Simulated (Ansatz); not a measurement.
I:

```
CELL_PARAMETERS angstrom
0.00000 2.36560 3.90984
2.19225 0.00000 3.90984
2.19225 2.36560 0.00000
ATOMIC_POSITIONS crystal
I 0.00000 0.00000 0.00000
```

| Quantity | Value |
| --- | --- |
| Program | Ansatz 0.2.0 |
| Task | relaxation of cell and atoms |
| Functional | PBEsol |
| Dispersion | D4 |
| Potentials or basis | all-electron LAPW, scalar-relativistic |
| Basis error allowed | 0.001 eV/atom |
| k mesh | 9 × 9 × 9 |
| Occupations | fermi-dirac, width 0.05 eV |
| Spin | no spin polarisation |

At the start: volume 40.55 Å³/atom.

Problem. How do energy, volume and symmetry change on relaxing?

Solution. Over 9 steps the energy falls by 35.0 meV/atom and the volume is 34.87 Å³/atom (-14.0 %); space group Fmmm (No. 69, to 0.05 Å).

Step by step:
```
step  energy change (eV)  largest force (eV/Å)  volume (Å³)
   1              0.0000                0.0000        40.55
   2             -0.0232                0.0000        37.83
   3             -0.0303                0.0000        36.09
   4             -0.0333                0.0000        34.31
   5             -0.0346                0.0000        34.61
   6             -0.0349                0.0000        34.94
   7             -0.0349                0.0000        34.91
   8             -0.0349                0.0000        34.87
   9             -0.0350                0.0000        34.87
```

Final structure:
```cif
data_structure
_symmetry_space_group_name_H-M 'P 1'
_symmetry_Int_Tables_number 1
_cell_length_a 4.1753
_cell_length_b 4.1424
_cell_length_c 3.1520
_cell_angle_alpha 68.286
_cell_angle_beta 67.179
_cell_angle_gamma 44.535
_cell_volume 34.87
loop_
_atom_site_label
_atom_site_type_symbol
_atom_site_fract_x
_atom_site_fract_y
_atom_site_fract_z
_atom_site_occupancy
I1 I 0.00000 0.00000 0.00000 1
```
